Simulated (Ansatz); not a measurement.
The system is SnO2.

```xyz
12
Lattice="-3.2489 3.4145 3.4140 3.2489 -3.4145 3.4140 3.2489 3.4145 -3.4140" Properties=species:S:1:pos:R:3 pbc="T T T"
Sn   -1.6244    1.7072    1.7070
Sn    1.6244    1.7072    1.7070
Sn    3.2489   -1.7072    1.7316
Sn    0.0000    5.1217    1.6824
O     1.6068    1.7072    3.7998
O    -1.6068    1.7072    3.7998
O     0.0000    0.3858    1.6793
O     0.0000    3.0287    1.6793
O     3.2489    0.3858    1.7347
O     4.8557    1.7072   -0.3858
O     3.2489    3.0287    1.7347
O     1.6421    1.7072   -0.3858
```

The cell is a database's computed one.

- Program: Ansatz 0.2.0
- Task: relaxation of cell and atoms
- Functional: RPBE
- Dispersion: D3(BJ)
- Potentials or basis: Ansatz PAW
- Cutoff: 420 eV (not typed: the program's choice for these potentials)
- k mesh: 6 × 6 × 6
- Occupations: fermi-dirac, width 0.05 eV
- Spin: no spin polarisation

At the start: volume 12.62 Å³/atom.

Q: Where does the relaxation end?

A: It ends after 8 steps and the volume is 11.87 Å³/atom (-6.0 %); space group P4_2/mnm (No. 136, to 0.05 Å).

Step by step:
| step | energy change (eV) | largest force (eV/Å) | volume (Å³) |
| --- | --- | --- | --- |
| 1 | 0.0000 | 0.0358 | 151.49 |
| 2 | -0.3401 | 0.0596 | 142.92 |
| 3 | -0.3448 | 0.0740 | 142.69 |
| 4 | -0.3463 | 0.0376 | 142.69 |
| 5 | -0.3465 | 0.0013 | 142.72 |
| 6 | -0.3157 | 0.0014 | 142.72 |
| 7 | -0.3172 | 0.0005 | 142.47 |
| 8 | -0.3160 | 0.0005 | 142.47 |

Final structure:
```
Sn O
1.0
    -3.19665    3.33797    3.33797
     3.19665   -3.33797    3.33797
     3.19665    3.33797   -3.33797
Sn O
4 8
Direct
  0.50000 0.00000 0.00000
  0.50000 0.50000 0.50000
  0.00002 0.75002 0.25000
  0.99998 0.24998 0.75000
  0.80541 0.80540 0.49999
  0.80541 0.30542 0.00001
  0.30540 0.24998 0.05541
  0.69457 0.24998 0.44459
  0.30543 0.75002 0.55541
  0.19459 0.69458 0.99999
  0.69460 0.75002 0.94459
  0.19459 0.19460 0.50001
```

Caveat: the plane-wave basis is chosen anew once the cell has moved, so the energies of steps on either side of that aren't comparable; the pressure holds a Pulay correction of +0.8 GPa for the finite cutoff; the PAW data sets come from PBE, with cores solved anew for the run's functional, which leaves a small shift of forces and pressure.
